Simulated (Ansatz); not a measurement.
# SnTe (F-43m) in Ansatz: a series of runs

One crystal, SnTe, is run at these levels: RPBE, PBE; tasks: relaxation of cell and atoms, single point.

All numbers are computed with Ansatz 0.2.0; they aren't measurements. Logs are shortened: lines on timing, memory, paths and dates and some standing lists are left out, and cuts for length are marked.

### 1 The crystal as given

The structure is cubic, space group F-43m (No. 216). Conventional cell: a = 7.222 Å, b = 7.222 Å, c = 7.222 Å, α = 90.00°, β = 90.00°, γ = 90.00°. Around Te (site symmetry -43m) lie 4 Sn at 3.13 Å. Around Sn (site symmetry -43m) lie 4 Te at 3.13 Å.

Measurements of this composition are mostly on another form, of space group No. 225.

### 2 Relaxation of cell and atoms, RPBE

input.yaml reads:

```yaml
crystal:
  lattice:
    - [0.0, 3.611146, 3.611146]
    - [3.611146, 0.0, 3.611146]
    - [3.611146, 3.611146, 0.0]
  atoms:
    - { symbol: Te, position: [0.25, 0.25, 0.25] }
    - { symbol: Sn, position: [0.0, 0.0, 0.0] }
hamiltonian:
  xc: rpbe
  pseudopotentials: { kind: paw }
kpoints:
  mp_grid: { grid: [7, 7, 7] }
scf:
  occupations: { method: fermi_dirac, width: 0.05 }
output:
  forces: true
  stress: true
  eigenvalues: true
relax:
  f_tol: 0.01
  max_steps: 40
  cell: { stress_tol: 0.05 }
```

Potentials or basis: Ansatz PAW.

Command:

```
> ansatz run input.yaml --threads 2 --pin off --max-ram 5632MiB --backend cpu --events-out ev --progress --plain --runs-dir out
```

The program printed:

```text
Warning: RAYON_NUM_THREADS=2 ignored (pool sized by the plan → 2); use --threads N
Engine: ansatz 0.2.0, aarch64-unknown-linux-gnu
Pseudopotentials: kind: paw
Pseudopotential: Te, paw, valence charge 16, recommended cutoff 420 eV (normal), Te.paw.azcp
Pseudopotential: Sn, paw, valence charge 14, recommended cutoff 420 eV (normal), Sn.paw.azcp
Functional definition: RPBE
  parameter kappa = 0.804
  parameter beta = 0.06672455060314922
  exchange = rpbe_x(kappa = kappa, mu = beta*pi^2/3)
  correlation = pbe_c(beta = beta)
Crystal: 2 atoms, lattice volume = 94.181 Å³
Basis set: ecut = 420 eV, 1837 PW (Γ), exchange–correlation on 72×72×72 points (8 copies of the dense FFT grid, shifted against one another)
Bands: 19, of which v1, the nominal top of the filled ones, is band 15 counted from 1 (14 counted from 0)
Symmetry: 24 space group operations
Space group: F-43m (ITA 216), of the structure as read, at distance tolerance 4.5e-5 Å
k-points: 20 of 343 (time reversal used)
Non-local potential: Te, projectors of the file, l = 0: 2, l = 1: 2, l = 2: 2, l = 3: 2
Non-local potential: Sn, projectors of the file, l = 0: 2, l = 1: 2, l = 2: 2, l = 3: 2
PAW form: soft (Blöchl's): semilocal exchange-correlation on the pseudo side does not see the compensation charge
PAW frozen core: Te, regenerated for the run's functional, and the local potential with it (the file was generated under x = pbe(κ = 0.804, μ = 0.2195149727645171), c = pbe(β = 0.06672455060314922))
PAW frozen core: Sn, regenerated for the run's functional, and the local potential with it (the file was generated under x = pbe(κ = 0.804, μ = 0.2195149727645171), c = pbe(β = 0.06672455060314922))
PAW one-centre angular grid: Te, 590 points (default); XC on 64 Gauss nodes
PAW one-centre angular grid: Sn, 590 points (default); XC on 64 Gauss nodes
Initial density: superposition of atomic densities (neutral atoms: chi_scale 0, normalization atom), corrected by the library's trained network
Initial wavefunctions: pseudopotential atomic-orbital guess
Functional: x = rpbe, c = pbe(β = 0.06672455060314922)
SCF iter   1: F=—  HF=-13021.847004 eV  |F-HF|=—  |Δ(HF+E_count)|=         —  Δρ=3.66e-3  dr2=3.46e-2  ethr=1.77e-3  ⟨swp⟩=6.7  Hψ=1999  notcnv=0
preconditioner: auto → none  [insulator: Δε(μ)=0.471 eV  Ē_g=7.872 eV  σ=0.050 eV  W_gap=0.98  n_scr=14 (ndim 8)  ℏωp=12.1 eV  f_vac=0.195  D(μ)=0.03/eV (n_scr^D=0)  ε∞_Penn≈3.4]
SCF iter   2: F=—  HF=-13021.840328 eV  |F-HF|=—  |Δ(HF+E_count)|=   6.68e-3  Δρ=1.59e-3  dr2=5.00e-3  ethr=1.15e-4  ⟨swp⟩=4.0  Hψ=965  notcnv=0
SCF iter   3: F=—  HF=-13021.839369 eV  |F-HF|=—  |Δ(HF+E_count)|=   9.59e-4  Δρ=6.91e-4  dr2=6.47e-4  ethr=1.67e-5  ⟨swp⟩=2.5  Hψ=586  notcnv=0
SCF iter   4: F=—  HF=-13021.839815 eV  |F-HF|=—  |Δ(HF+E_count)|=   4.46e-4  Δρ=2.34e-4  dr2=5.22e-5  ethr=2.16e-6  ⟨swp⟩=2.5  Hψ=597  notcnv=0
SCF iter   5: F=—  HF=-13021.839844 eV  |F-HF|=—  |Δ(HF+E_count)|=   2.89e-5  Δρ=6.79e-5  dr2=2.66e-6  ethr=1.74e-7  ⟨swp⟩=2.0  Hψ=583  notcnv=0
SCF iter   6: F=—  HF=-13021.839848 eV  |F-HF|=—  |Δ(HF+E_count)|=   3.28e-6  Δρ=9.95e-6  dr2=1.03e-7  ethr=8.87e-9  ⟨swp⟩=2.0  Hψ=683  notcnv=0
SCF iter   7: F=-13021.839848 eV  HF=-13021.839848 eV  |F-HF|=6.82e-9  |Δ(HF+E_count)|=   6.99e-8  Δρ=1.25e-6  dr2=1.24e-9  ethr=3.33e-10  ⟨swp⟩=6.7  Hψ=1779  notcnv=0
SCF 1 converged in 7 iterations: F = -13021.839848 eV  dr2 = 1.24e-9
relax step   1: F+E_penalty+E_count = -13021.83984772 eV  Δ(F+E_penalty+E_count) = +0.000e0 eV  max|allowed force component| = 3.562e-16 eV/Å  Δτ_max = 0.0000 Å  P = +0.949 GPa  Ω = 94.181 Å³  (7 SCF iters, dr2 threshold 1.00e-7 eV, accepted)
Crystal: 2 atoms, lattice volume = 97.763 Å³
Basis set: ecut = 420 eV, 1917 PW (Γ), exchange–correlation on 72×72×72 points (8 copies of the dense FFT grid, shifted against one another)
Initial density: handed on by an earlier stage of this run
Initial wavefunctions: those handed on with the density
iter 1 solved again at ethr=4.68e-6 eV; its pass at ethr=3.10e-3 eV (dr2=1.40e-3 eV) is discarded
SCF iter   1: F=—  HF=-13021.850478 eV  |F-HF|=—  |Δ(HF+E_count)|=         —  Δρ=6.80e-4  dr2=1.31e-3  ethr=4.68e-6  ⟨swp⟩=2.0  Hψ=2521  notcnv=0
preconditioner: auto → none  [insulator: Δε(μ)=0.514 eV  Ē_g=7.726 eV  σ=0.050 eV  W_gap=0.99  n_scr=14 (ndim 8)  ℏωp=11.9 eV  f_vac=0.227  D(μ)=0.02/eV (n_scr^D=0)  ε∞_Penn≈3.4]
SCF iter   2: F=—  HF=-13021.850271 eV  |F-HF|=—  |Δ(HF+E_count)|=   2.07e-4  Δρ=3.19e-4  dr2=3.01e-4  ethr=4.37e-6  ⟨swp⟩=2.0  Hψ=460  notcnv=0
SCF iter   3: F=—  HF=-13021.850220 eV  |F-HF|=—  |Δ(HF+E_count)|=   5.13e-5  Δρ=1.33e-4  dr2=3.13e-5  ethr=1.00e-6  ⟨swp⟩=2.0  Hψ=451  notcnv=0
SCF iter   4: F=—  HF=-13021.850236 eV  |F-HF|=—  |Δ(HF+E_count)|=   1.57e-5  Δρ=3.15e-5  dr2=1.74e-6  ethr=1.04e-7  ⟨swp⟩=2.1  Hψ=497  notcnv=0
SCF iter   5: F=-13021.850237 eV  HF=-13021.850237 eV  |F-HF|=1.49e-7  |Δ(HF+E_count)|=   1.46e-6  Δρ=8.66e-6  dr2=9.65e-8  ethr=6.67e-10  ⟨swp⟩=7.2  Hψ=1936  notcnv=0
SCF 2 converged in 5 iterations: F = -13021.850237 eV  dr2 = 9.65e-8
relax step   2: F+E_penalty+E_count = -13021.85023714 eV  Δ(F+E_penalty+E_count) = -1.039e-2 eV  max|allowed force component| = 3.562e-16 eV/Å  Δτ_max = 0.0000 Å  P = +0.043 GPa  Ω = 97.763 Å³  energy of the carried Pulay correction = -4.012e-4 eV  (5 SCF iters, dr2 threshold 2.00e-7 eV, accepted)
Initial wavefunctions: pseudopotential atomic-orbital guess (no wavefunctions were taken with the density)
iter 1 solved again at ethr=3.29e-7 eV; its pass at ethr=3.10e-3 eV (dr2=9.88e-5 eV) is discarded
SCF iter   1: F=—  HF=-13021.846402 eV  |F-HF|=—  |Δ(HF+E_count)|=         —  Δρ=1.88e-4  dr2=1.59e-6  ethr=3.29e-7  ⟨swp⟩=3.4  Hψ=3033  notcnv=0
preconditioner: auto → none  [insulator: Δε(μ)=0.495 eV  Ē_g=7.719 eV  σ=0.050 eV  W_gap=0.98  n_scr=14 (ndim 8)  ℏωp=11.9 eV  f_vac=0.225  D(μ)=0.02/eV (n_scr^D=0)  ε∞_Penn≈3.4]
SCF iter   2: F=—  HF=-13021.849450 eV  |F-HF|=—  |Δ(HF+E_count)|=   3.05e-3  Δρ=9.34e-5  dr2=2.21e-7  ethr=5.29e-9  ⟨swp⟩=3.6  Hψ=771  notcnv=0
SCF iter   3: F=—  HF=-13021.850533 eV  |F-HF|=—  |Δ(HF+E_count)|=   1.08e-3  Δρ=2.78e-5  dr2=8.05e-8  ethr=7.37e-10  ⟨swp⟩=3.6  Hψ=665  notcnv=0
SCF iter   4: F=—  HF=-13021.850633 eV  |F-HF|=—  |Δ(HF+E_count)|=   1.00e-4  Δρ=8.70e-6  dr2=4.23e-8  ethr=2.68e-10  ⟨swp⟩=3.2  Hψ=771  notcnv=0
SCF iter   5: F=—  HF=-13021.850642 eV  |F-HF|=—  |Δ(HF+E_count)|=   9.09e-6  Δρ=4.71e-7  dr2=3.59e-10  ethr=1.41e-10  ⟨swp⟩=2.0  Hψ=481  notcnv=0
SCF iter   6: F=—  HF=-13021.850642 eV  |F-HF|=—  |Δ(HF+E_count)|=   6.06e-9  Δρ=1.97e-7  dr2=6.16e-11  ethr=1.20e-12  ⟨swp⟩=3.8  Hψ=735  notcnv=0
SCF iter   7: F=-13021.850642 eV  HF=-13021.850642 eV  |F-HF|=2.49e-10  |Δ(HF+E_count)|=   1.97e-9  Δρ=7.61e-8  dr2=6.73e-12  ethr=1.00e-12  ⟨swp⟩=7.6  Hψ=1791  notcnv=0
SCF 3 converged in 7 iterations: F = -13021.850642 eV  dr2 = 6.73e-12
relax step   3: F+E_penalty+E_count = -13021.85064213 eV  Δ(F+E_penalty+E_count) = -4.050e-4 eV  max|allowed force component| = 3.284e-16 eV/Å  Δτ_max = 0.0000 Å  P = +0.043 GPa  Ω = 97.763 Å³  stress off target by 4.28e-2 GPa  SCF on the basis re-selected at this cell (its energy is not comparable with the rows above)  (7 SCF iters)
basis re-selected at this cell: Δ(F+E_penalty+E_count) = -4.050e-4 eV, ΔP = -0.000 GPa vs the last step (what re-selecting the basis moved, of the pressure what is left beyond the Pulay correction that the steps carried, after the strain that the cell walked since its last selection, with what the two solves' SCF thresholds leave and, on support functions, any second-order correction that the steps lacked; it is no measure of the basis error at this ecutwfc). This SCF's stress stands 4.28e-2 GPa from its target on what of the cell is left free (relax.cell.stress_tol is 5.00e-2 GPa) and its largest allowed force component is 3.28e-16 eV/Å (relax.f_tol is 1.00e-2 eV/Å): within both
SCF converged after 7 iterations
Free energy (F): -13021.850642 eV
Harris-Foulkes:  -13021.850642 eV  (|F-HF|=2.49e-10)
Internal energy: -13021.850317 eV  (E = F + TS)
E sigma→0 (E₀):  -13021.850480 eV
Entropy (-TS):   -0.000325 eV (-0.162 meV/atom)
Fermi energy:    4.834970 eV
--- Per-component energies (eV) ---
  E_band       = -489.723449
  E_kinetic    = 363.073971
  E_local      = -3072.503968  (includes V_loc(G=0)·N_el)
  E_nonlocal   = -345.031642
  E_hartree    = 1745.241762
  E_xc         = -507.206391
  E_vxc        = -197.875025  (∫ρ·V_xc dr)
  E_paw        = -8811.325464  (= ΣΔE_a)
  E_vpaw       = -727.869968  (= ΣTr[D̂ρ^β])
  E_aug_tail   = -0.000177  (compensation charges beyond the density's cutoff)
  E_ewald      = -2394.085701
  E_core_change = -0.012707  (= ΣΔE_core)
  E_smearing   = -0.000325  (= −TS)
  E_closure    = 0.000000  (closes the sum)
  Σ components = -13021.850642   (vs F -13021.850642, Δ=0.00e0)
--- Forces (eV/Å), atoms counted from 1 ---
  atom   1  Te     0.00000000    -0.00000000    -0.00000000
  atom   2  Sn    -0.00000000     0.00000000     0.00000000
  max |Σ_I F_I| component: 5.27e-16 eV/Å
--- Stress (GPa, compression-positive) ---
        0.042846      -0.000000      -0.000000
       -0.000000       0.042846      -0.000000
       -0.000000      -0.000000       0.042846
  P = ⅓ Tr σ = 0.0428 GPa (0.428 kbar)
--- Band table (eV; the first three rows and the last of 20) ---
  k-point 0: bands = ["-31.7979", "-31.7979", "-31.7979", "-31.7966", "-31.7966", "-17.1318", "-17.1318", "-17.1318", "-17.1266", "-17.1266", "-6.5671", "-0.4850", "2.8886", "2.8886", "2.8886", "5.8048", "5.8048", "5.8048", "9.1803"]
  k-point 1: bands = ["-31.7979", "-31.7979", "-31.7979", "-31.7966", "-31.7966", "-17.1320", "-17.1316", "-17.1316", "-17.1266", "-17.1266", "-6.4880", "-0.8461", "2.7729", "2.7729", "2.9700", "5.9896", "6.0008", "6.0008", "9.7344"]
  k-point 2: bands = ["-31.7979", "-31.7979", "-31.7979", "-31.7966", "-31.7966", "-17.1324", "-17.1312", "-17.1312", "-17.1265", "-17.1265", "-6.2897", "-1.5483", "2.5547", "2.5547", "2.9377", "6.3616", "6.3616", "6.7827", "10.4661"]
  k-point 19: bands = ["-31.7979", "-31.7979", "-31.7978", "-31.7966", "-31.7966", "-17.1336", "-17.1304", "-17.1297", "-17.1268", "-17.1263", "-5.8879", "-2.4405", "1.4476", "1.8138", "4.5504", "6.1505", "7.2215", "7.8824", "9.9129"]
--- Relaxed structure (2 steps of the walk, 2 accepted, 1 SCFs on fresh bases) ---
  F+E_penalty+E_count = -13021.85064213 eV   max|allowed force component| = 3.284e-16 eV/Å   (the final SCF, on the basis selected at the relaxed cell)
  cell:  # Å, volume = 97.7634 Å³
    - [-1.273843008223897e-35, 3.6563579903074244, 3.6563579903074244]
    - [3.6563579903074244, -1.1464587074015078e-33, 3.6563579903074244]
    - [3.6563579903074244, 3.6563579903074244, -1.2101508578127027e-33]
  atoms:
    - { symbol: Te, position: [0.24999999999999997, 0.24999999999999997, 0.24999999999999997] }
    - { symbol: Sn, position: [1.5733214154017436e-33, -1.457766735174497e-33, -1.6710984525171063e-33] }
```

It took 7.7 s on 2 threads of Arm Neoverse V1, shared host; peak memory 0.39 GiB.

What came out:

```
Free energy                            : -13021.8506 eV
Relaxed volume                         : 48.88 Å³/atom
Relaxed cell                           : a = 5.171 Å, b = 5.171 Å, c = 5.171 Å, α = 60.00°, β = 60.00°, γ = 60.00°
Space group after relaxing (to 0.05 Å) : F-43m (No. 216)
Energy gained by relaxing              : 5.4 meV/atom
Ionic steps                            : 3
Pressure after relaxing                : 0.0 GPa
Band gap on the k mesh                 : 0.50 eV, indirect (least direct gap 0.93 eV)
```

Step by step:
```tsv
step	energy change (eV)	largest force (eV/Å)	volume (Å³)
1	0.0000	0.0000	94.18
2	-0.0104	0.0000	97.76
3	-0.0108	0.0000	97.76
```

Final structure:
```xyz
2
Lattice="0.0000 3.6564 3.6564 3.6564 0.0000 3.6564 3.6564 3.6564 0.0000" Properties=species:S:1:pos:R:3 pbc="T T T"
Te    1.8282    1.8282    1.8282
Sn    0.0000    0.0000    0.0000
```

Levels at points of the mesh, in eV from the valence-band top:
| k point | band 13 | band 14 | band 15 | band 16 | band 17 | band 18 |
| --- | --- | --- | --- | --- | --- | --- |
| (0.00, 0.00, 0.00) | -1.66 | -1.66 | -1.66 | 1.25 | 1.25 | 1.25 |

Caveat: odd divisions of the mesh miss points on the zone boundary, where band edges often lie, so the gap on the mesh can be too wide; the plane-wave basis is chosen anew once the cell has moved, so the energies of steps on either side of that aren't comparable; spin-orbit coupling is left out, which moves the levels of the heavy elements; the PAW data sets come from PBE, with cores solved anew for the run's functional, which leaves a small shift of forces and pressure.

### 3 Single point, PBE

input.yaml: that of step 2 with these lines changed.

```diff
@@ -9,3 +9,3 @@
 hamiltonian:
-  xc: rpbe
+  xc: pbe
   pseudopotentials: { kind: paw }
@@ -14,3 +14,3 @@
 scf:
-  occupations: { method: fermi_dirac, width: 0.05 }
+  occupations: { method: gaussian, width: 0.011 }
 output:
@@ -19,5 +19 @@
   eigenvalues: true
-relax:
-  f_tol: 0.01
-  max_steps: 40
-  cell: { stress_tol: 0.05 }
```

Potentials or basis: Ansatz PAW.

Command:

```
> ansatz run input.yaml --threads 2 --pin off --max-ram 5632MiB --backend cpu --events-out ev --progress --plain --runs-dir out
```

It took 2 s on 2 threads of Arm Neoverse V2, shared host; peak memory 0.37 GiB.

It converged, with:

```yaml
Free_energy: -13004.2465 eV
Pressure: 0.0 GPa
Band_gap_on_the_k_mesh: 0.33 eV, indirect (least direct gap 0.83 eV)
```

Levels at points of the mesh, in eV from the valence-band top:
| k point | band 13 | band 14 | band 15 | band 16 | band 17 | band 18 |
| --- | --- | --- | --- | --- | --- | --- |
| (0.00, 0.00, 0.00) | -1.75 | -1.75 | -1.75 | 1.19 | 1.19 | 1.19 |

Caveat: odd divisions of the mesh miss points on the zone boundary, where band edges often lie, so the gap on the mesh can be too wide; spin-orbit coupling is left out, which moves the levels of the heavy elements.
